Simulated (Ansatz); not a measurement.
# CdSe (Fm-3m) in Ansatz: a series of runs

The runs below take CdSe through relaxation of cell and atoms, single point, with PBE+D4, PBE0.

Program: Ansatz 0.2.0. These are calculated values, not measurements. Logs are shortened: lines on timing, memory, paths and dates and some standing lists are left out, and cuts for length are marked.

## (1) Starting point

It takes space group Fm-3m (No. 225, cubic). The conventional cell has a = 5.748 Å, b = 5.748 Å, c = 5.748 Å, α = 90.00°, β = 90.00°, γ = 90.00°. Cd (site symmetry m-3m) has 6 Se at 2.87 Å as nearest neighbours. Around Se (site symmetry m-3m) lie 6 Cd at 2.87 Å.

Measurements of this composition are mostly on another form, of space group No. 186.

## (2) Relaxation of cell and atoms, PBE+D4

Input file run.py:

```python
import json

import ase.io
import numpy as np
import spglib
from ase.calculators.calculator import CalculationFailed, Calculator
from ase.stress import full_3x3_to_voigt_6_stress
from ase.units import GPa
from ase.optimize import BFGS
from ase.filters import FrechetCellFilter

import ansatz as az

class AnsatzCalculator(Calculator):
    implemented_properties = ["energy", "free_energy", "forces", "stress", "magmom"]

    def calculate(self, atoms, properties, system_changes):
        super().calculate(atoms, properties, system_changes)
        structure = atoms.copy()
        structure.set_constraint()
        structure.set_momenta(None)
        structure.set_masses(None)
        outcome = (
            az.Crystal.from_ase(structure)
            .calculation()
            .basis(xc_grid=2)
            .kpoints(6, 6, 6)
            .functional("pbe", dispersion="d4")
            .pseudopotentials(kind="nc", source="spms")
            .scf(tolerance=2e-10)
            .occupations(method="fermi_dirac", width=0.15)
            .forces()
            .stress()
            .run(threads=2)
        )
        if not outcome.report["converged"]:
            raise CalculationFailed("SCF not converged")
        report = outcome.report
        self.results = {
            "free_energy": report["lagrangian_ev"],
            "energy": report["lagrangian_ev"],
            "forces": np.array(report["forces_ev_ang"]),
            "stress": -GPa * full_3x3_to_voigt_6_stress(report["stress_gpa"]),
            "magmom": report["magnetization_mub"],
        }

np.set_printoptions(precision=5, suppress=True, linewidth=110)
atoms = ase.io.read("CdSe.cif")
cell, frac, numbers = spglib.find_primitive((atoms.cell[:], atoms.get_scaled_positions(), atoms.numbers), symprec=1e-5)
atoms = ase.Atoms(numbers, cell=cell, scaled_positions=frac, pbc=True)
atoms.calc = AnsatzCalculator()
BFGS(FrechetCellFilter(atoms)).run(fmax=0.03, steps=30)
print(f"final energy {atoms.get_potential_energy():.6f} eV, volume {atoms.get_volume() / len(atoms):.4f} A^3/atom")
print("stress (GPa)", atoms.get_stress() / GPa)
print("cell (A)", atoms.cell[:], "scaled positions", atoms.get_scaled_positions(wrap=False), sep="\n")
```

Input file CdSe.cif:

```cif
data_CdSe
_cell_length_a 5.74791600
_cell_length_b 5.74791600
_cell_length_c 5.74791600
_cell_angle_alpha 90.00000000
_cell_angle_beta 90.00000000
_cell_angle_gamma 90.00000000
_space_group_name_H-M_alt 'Fm-3m'
_space_group_name_Hall '-F 4 2 3'
_space_group_IT_number 225
loop_
_space_group_symop_operation_xyz
'x,y,z'
'-x,-y,-z'
'-y,x,z'
'y,-x,-z'
'-x,-y,z'
'x,y,-z'
'y,-x,z'
'-y,x,-z'
'x,-y,-z'
'-x,y,z'
'-y,-x,-z'
'y,x,z'
'-x,y,-z'
'x,-y,z'
'y,x,-z'
'-y,-x,z'
'z,x,y'
'-z,-x,-y'
'z,-y,x'
'-z,y,-x'
'z,-x,-y'
'-z,x,y'
'z,y,-x'
'-z,-y,x'
'-z,x,-y'
'z,-x,y'
'-z,-y,-x'
'z,y,x'
'-z,-x,y'
'z,x,-y'
'-z,y,x'
'z,-y,-x'
'y,z,x'
'-y,-z,-x'
'x,z,-y'
'-x,-z,y'
'-y,z,-x'
'y,-z,x'
'-x,z,y'
'x,-z,-y'
'-y,-z,x'
'y,z,-x'
'-x,-z,-y'
'x,z,y'
'y,-z,-x'
'-y,z,x'
'x,-z,y'
'-x,z,-y'
'x,y+1/2,z+1/2'
'-x,-y+1/2,-z+1/2'
'-y,x+1/2,z+1/2'
[... 62 lines left out ...]
'-z+1/2,-x,-y+1/2'
'z+1/2,-y,x+1/2'
'-z+1/2,y,-x+1/2'
'z+1/2,-x,-y+1/2'
'-z+1/2,x,y+1/2'
'z+1/2,y,-x+1/2'
'-z+1/2,-y,x+1/2'
'-z+1/2,x,-y+1/2'
'z+1/2,-x,y+1/2'
'-z+1/2,-y,-x+1/2'
'z+1/2,y,x+1/2'
'-z+1/2,-x,y+1/2'
'z+1/2,x,-y+1/2'
'-z+1/2,y,x+1/2'
'z+1/2,-y,-x+1/2'
'y+1/2,z,x+1/2'
'-y+1/2,-z,-x+1/2'
'x+1/2,z,-y+1/2'
'-x+1/2,-z,y+1/2'
'-y+1/2,z,-x+1/2'
'y+1/2,-z,x+1/2'
'-x+1/2,z,y+1/2'
'x+1/2,-z,-y+1/2'
'-y+1/2,-z,x+1/2'
'y+1/2,z,-x+1/2'
'-x+1/2,-z,-y+1/2'
'x+1/2,z,y+1/2'
'y+1/2,-z,-x+1/2'
'-y+1/2,z,x+1/2'
'x+1/2,-z,y+1/2'
'-x+1/2,z,-y+1/2'
'x+1/2,y+1/2,z'
'-x+1/2,-y+1/2,-z'
'-y+1/2,x+1/2,z'
'y+1/2,-x+1/2,-z'
'-x+1/2,-y+1/2,z'
'x+1/2,y+1/2,-z'
'y+1/2,-x+1/2,z'
'-y+1/2,x+1/2,-z'
'x+1/2,-y+1/2,-z'
'-x+1/2,y+1/2,z'
'-y+1/2,-x+1/2,-z'
'y+1/2,x+1/2,z'
'-x+1/2,y+1/2,-z'
'x+1/2,-y+1/2,z'
'y+1/2,x+1/2,-z'
'-y+1/2,-x+1/2,z'
'z+1/2,x+1/2,y'
'-z+1/2,-x+1/2,-y'
'z+1/2,-y+1/2,x'
'-z+1/2,y+1/2,-x'
'z+1/2,-x+1/2,-y'
'-z+1/2,x+1/2,y'
'z+1/2,y+1/2,-x'
'-z+1/2,-y+1/2,x'
'-z+1/2,x+1/2,-y'
'z+1/2,-x+1/2,y'
'-z+1/2,-y+1/2,-x'
'z+1/2,y+1/2,x'
'-z+1/2,-x+1/2,y'
'z+1/2,x+1/2,-y'
'-z+1/2,y+1/2,x'
'z+1/2,-y+1/2,-x'
'y+1/2,z+1/2,x'
'-y+1/2,-z+1/2,-x'
'x+1/2,z+1/2,-y'
'-x+1/2,-z+1/2,y'
'-y+1/2,z+1/2,-x'
'y+1/2,-z+1/2,x'
'-x+1/2,z+1/2,y'
'x+1/2,-z+1/2,-y'
'-y+1/2,-z+1/2,x'
'y+1/2,z+1/2,-x'
'-x+1/2,-z+1/2,-y'
'x+1/2,z+1/2,y'
'y+1/2,-z+1/2,-x'
'-y+1/2,z+1/2,x'
'x+1/2,-z+1/2,y'
'-x+1/2,z+1/2,-y'
loop_
_atom_site_label
_atom_site_type_symbol
_atom_site_symmetry_multiplicity
_atom_site_Wyckoff_symbol
_atom_site_fract_x
_atom_site_fract_y
_atom_site_fract_z
_atom_site_occupancy
Cd1 Cd 4 a 0.0000000000 0.0000000000 0.0000000000 1
Se1 Se 4 b 0.5000000000 0.0000000000 0.0000000000 1
```

Potentials or basis: SPMS NC.

On the command line:

```console
$ python run.py
```

Log:

```text
DeckWarning: basis.ecutwfc = 816.3415873796399 eV, auto-derived from the records' recommended cutoffs: set by Se (normal level)
PlacementWarning: RAYON_NUM_THREADS=2 ignored (pool sized by the plan → 2); use plan(threads=…)
      Step          Energy          fmax
BFGS:    0    -7692.531663        0.408090
BFGS:    1    -7692.538134        0.333544
BFGS:    2    -7692.550534        0.023297
final energy -7692.550534 eV, volume 22.6282 A^3/atom
stress (GPa) [-0.16495 -0.16495 -0.16495  0.       0.       0.     ]
cell (A)
[[-0.       2.82846  2.82846]
 [ 2.82846 -0.       2.82846]
 [ 2.82846  2.82846 -0.     ]]
scaled positions
[[ 0.  -0.   0. ]
 [ 0.5  0.5  0.5]]
```

engine_input.yaml:

```text
crystal:
  lattice:
    - [0.0, 2.873958, 2.873958]
    - [2.873958, 0.0, 2.873958]
    - [2.873958, 2.873958, 0.0]
  atoms:
    - { symbol: Cd, position: [0.0, 0.0, 0.0] }
    - { symbol: Se, position: [0.5, 0.5, 0.5] }
basis:
  xc_grid: 2
kpoints:
  mp_grid:
    grid: [6, 6, 6]
hamiltonian:
  xc: pbe
  dispersion: d4
  pseudopotentials:
    kind: nc
    source: spms
scf:
  convergence:
    dr2_threshold: 2.0e-10
  occupations:
    method: fermi_dirac
    width: 0.15
output:
  forces: true
  stress: true
```

It took 2.3 s on 2 threads of Intel Xeon 6975P-C (Granite Rapids), shared host; peak memory 0.48 GiB.

Results:

```
Free energy                            : -7692.5505 eV
Relaxed volume                         : 22.63 Å³/atom
Relaxed cell                           : a = 4.000 Å, b = 4.000 Å, c = 4.000 Å, α = 60.00°, β = 60.00°, γ = 60.00°
Space group after relaxing (to 0.05 Å) : Fm-3m (No. 225)
Energy gained by relaxing              : 9.4 meV/atom
Ionic steps                            : 3
Pressure after relaxing                : 0.2 GPa
```

The path:
| step | energy change (eV) | largest force (eV/Å) | pressure (GPa) | volume (Å³) |
| --- | --- | --- | --- | --- |
| 1 | 0.0000 | 0.0000 | -2.75 | 47.48 |
| 2 | -0.0065 | 0.0000 | -2.27 | 47.06 |
| 3 | -0.0189 | 0.0000 | 0.16 | 45.26 |

Final structure:
```
Cd Se
1.0
     0.00000    2.82846    2.82846
     2.82846    0.00000    2.82846
     2.82846    2.82846    0.00000
Cd Se
1 1
Direct
  0.00000 0.00000 0.00000
  0.50000 0.50000 0.50000
```

## (3) Single point, PBE0 (volume scaled by 0.88)

Input file run.py:

```python
import json

import ase.io
import numpy as np
import spglib

import ansatz as az

atoms = ase.io.read("CdSe.cif")
cell, frac, numbers = spglib.find_primitive((atoms.cell[:], atoms.get_scaled_positions(), atoms.numbers), symprec=1e-5)
atoms = ase.Atoms(numbers, cell=cell, scaled_positions=frac, pbc=True)

calculation = (
    az.Crystal.from_ase(atoms)
    .calculation()
    .accuracy("medium")
    .kpoints(5, 5, 5)
    .functional("pbe0")
    .pseudopotentials(kind="paw")
    .occupations(method="fermi_dirac", width=0.025)
    .forces()
    .stress()
    .band_table(publish=True)
)
outcome = calculation.run(threads=2, events_out="events.jsonl")

report = outcome.report
for line in open("events.jsonl"):
    event = json.loads(line)
    if event["event"] == "scf_iter":
        d = event["data"]
        print(f"SCF {d['iter']:3d}  HF = {d['harris_foulkes_ev']:.6f} eV  dr2 = {d['dr2_ev']:.2e} eV")
    elif event["event"] in ("relax_step", "md_step"):
        d = event["data"]
        print(f"{event['event']} {d['step']:3d}  E = {d['lagrangian_ev']:.6f} eV")
np.set_printoptions(precision=5, suppress=True, linewidth=110)
print("converged:", report["converged"], "after", report["n_iterations"], "iterations")
print(f"free energy {report['free_energy_ev']:.6f} eV, Fermi level {report['fermi_energy_ev']:.4f} eV")
for key in ("band_edges_ev", "magnetization_mub", "site_moments_mub", "site_moments_nc_mub", "forces_ev_ang",
                "stress_gpa"):
    if report.get(key) is not None:
        print(key, np.array(report[key]), sep="\n")
```

Changes to CdSe.cif since step 2:

```diff
@@ -1,5 +1,5 @@
 data_CdSe
-_cell_length_a 5.74791600
-_cell_length_b 5.74791600
-_cell_length_c 5.74791600
+_cell_length_a 5.50813577
+_cell_length_b 5.50813577
+_cell_length_c 5.50813577
 _cell_angle_alpha 90.00000000
```

Potentials or basis: Ansatz PAW.

On the command line:

```console
$ python run.py
```

Wall time 10 s (2 threads of Intel Xeon 6975P-C (Granite Rapids), shared host); peak memory 1.2 GiB.

It converged, with:

| Item | Value |
| --- | --- |
| Free energy | -13728.9816 eV |
| Pressure | 8.3 GPa |
| Band gap on the k mesh | 1.53 eV, indirect (least direct gap 3.12 eV) |

Levels at points of the mesh, in eV from the valence-band top:
```
           k point  band 16  band 17  band 18  band 19  band 20  band 21
(0.00, 0.00, 0.00)    -0.88    -0.88    -0.88     2.24    10.46    10.46
```

Caveat: odd divisions of the mesh miss points on the zone boundary, where band edges often lie, so the gap on the mesh can be too wide; the PAW data sets were made with another functional, which shifts forces and pressure a little; the thresholds are loose for stress.
